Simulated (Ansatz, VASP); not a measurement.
Given: the input of a run of Ansatz 0.2.0 on Sn.

input.yaml

```yaml
crystal:
  lattice:
    - [-1.9071995479, 1.9071995479, 1.9071995479]
    - [1.9071995479, -1.9071995479, 1.9071995479]
    - [1.9071995479, 1.9071995479, -1.9071995479]
  atoms:
    - { symbol: Sn, position: [0.0, 0.0, 0.0] }
hamiltonian:
  xc: pbesol
  pseudopotentials: { kind: paw }
kpoints:
  mp_grid: { grid: [10, 10, 10] }
scf:
  occupations: { method: fermi_dirac, width: 0.05 }
output:
  forces: true
  stress: true
  eigenvalues: true
```

Potentials or basis: Ansatz PAW.

Launch:

```sh
$ ansatz run input.yaml --threads 1 --pin off --max-ram 3584MiB --backend cpu --events-out ev --progress --plain --runs-dir out
```

**Question.** Translate it to VASP 6.6.1. Potentials there: VASP PAW PBE potentials, release 64 (Sn_d).

**Answer.** As run (the cutoff follows the program's own potentials):

The input INCAR:

```
SYSTEM = Sn
  ALGO = Normal
  EDIFF = 1E-7
  ENCUT = 520
  GGA = PS
  ISIF = 2
  ISMEAR = -1
  LASPH = .TRUE.
  LCHARG = .FALSE.
  LREAL = .FALSE.
  LWAVE = .FALSE.
  NBANDS = 13
  NELM = 80
  PREC = Accurate
  SIGMA = 0.05
```

Contents of KPOINTS:

```
k-points
0
G
  10 10 10
  0 0 0
```

POSCAR

```
Sn
1.0
   -1.9071995479      1.9071995479      1.9071995479
    1.9071995479     -1.9071995479      1.9071995479
    1.9071995479      1.9071995479     -1.9071995479
Sn
1
Direct
    0.0000000000      0.0000000000      0.0000000000
```

Potentials or basis: VASP PAW PBE potentials, release 64 (Sn_d).

Command:

```console
$ cat potpaw_PBE.64/Sn_d/POTCAR > POTCAR
$ mpirun -np 1 vasp_std > vasp.out
```

Both were run:

|  | VASP | Ansatz | Ansatz less VASP |
| --- | --- | --- | --- |
| gap on the k mesh at the Fermi level (eV) | none | none | - |
| pressure (GPa) | -3.0 | -3.0 | +0.07 |

A gap of «none» marks a metal or a gap that the smearing closes.

Caveats: the PAW data sets were made with another functional, which shifts forces and pressure a little (VASP); the PAW data sets come from PBE, with cores solved anew for the run's functional, which leaves a small shift of forces and pressure (Ansatz).
